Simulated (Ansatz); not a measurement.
The system is CuO.

```
CELL_PARAMETERS angstrom
0.00000 -2.11656 -2.11656
-2.11656 0.00000 -2.11656
2.11656 2.11656 -4.23312
ATOMIC_POSITIONS crystal
Cu 0.50389 0.47699 0.48801
Cu 0.00389 0.97699 0.98801
O 0.74611 0.77301 0.76199
O 0.24611 0.27301 0.26199
```

The cell comes from a database or a generator and needn't be the stable form of this composition.

- Program: Ansatz 0.2.0
- Task: relaxation of cell and atoms
- Functional: PBE
- Potentials or basis: all-electron LAPW, scalar-relativistic
- Basis error allowed: 0.002 eV/atom
- k mesh: 8 × 8 × 5
- Occupations: fermi-dirac, width 0.05 eV
- Spin: no spin polarisation

At the start: volume 9.48 Å³/atom.

Q: Where does the relaxation end?

A: Over 6 steps the energy falls by 60.2 meV/atom and the volume is 9.55 Å³/atom (+0.7 %); space group Fm-3m (No. 225, to 0.05 Å).

The path:
```csv
step,energy change (eV),largest force (eV/Å),volume (Å³)
1,0.0000,1.2275,37.93
2,-0.0787,0.9870,38.21
3,-0.2320,0.0721,37.66
4,-0.2409,0.0022,38.19
5,-0.2409,0.0001,38.20
6,-0.2409,0.0001,38.20
```

Final structure:
```
Cu O
1.0
     0.00085   -2.12567   -2.12191
    -2.12423    0.00085   -2.12191
     2.11405    2.11549   -4.23449
Cu O
2 2
Direct
  0.50000 0.50000 0.50000
  0.00000 0.00000 0.00000
  0.75000 0.75000 0.75000
  0.25000 0.25000 0.25000
```

Caveat: the k mesh is thin for a metal, which can move the energy by tens of meV per atom; the run has no spin polarisation, though such a crystal can be magnetic.
